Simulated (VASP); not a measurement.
Here is a VASP 6.6.1 calculation.

INCAR

```
ALGO = Normal ; EDIFF = 1E-7
EDIFFG = -0.005 ; ENCUT = 600
GGA = PS ; IBRION = 2
ISIF = 3 ; ISMEAR = 1
LASPH = T ; LCHARG = F
LREAL = F ; LWAVE = F
NELM = 80 ; NSW = 90
PREC = Accurate ; SIGMA = 0.1
```

File KPOINTS:

```
k-points
0
Gamma
  16 16 16
```

Contents of POSCAR:

```
Pd                                      
1.0
    0.0000000000      1.9367489731      1.9367489731
    1.9367489731      0.0000000000      1.9367489731
    1.9367489731      1.9367489731      0.0000000000
  Pd            
     1
Direct
     0.0000000000000000    0.0000000000000000    0.0000000000000000
```

Potentials or basis: VASP PAW PBE potentials, release 64 (Pd).

Command:

```console
$ cat potpaw_PBE.64/Pd/POTCAR > POTCAR
$ mpirun -np 1 vasp_std > vasp.out
```

**Question.** Predict the band gap on the k mesh.

**Answer.** None (metal or under the smearing width).

Final structure:
```
Pd
1.0
     0.00000    1.93675    1.93675
     1.93675    0.00000    1.93675
     1.93675    1.93675    0.00000
Pd
1
Direct
  0.00000 0.00000 0.00000
```

Caveat: the relaxation stopped at its first step, so nothing moved.
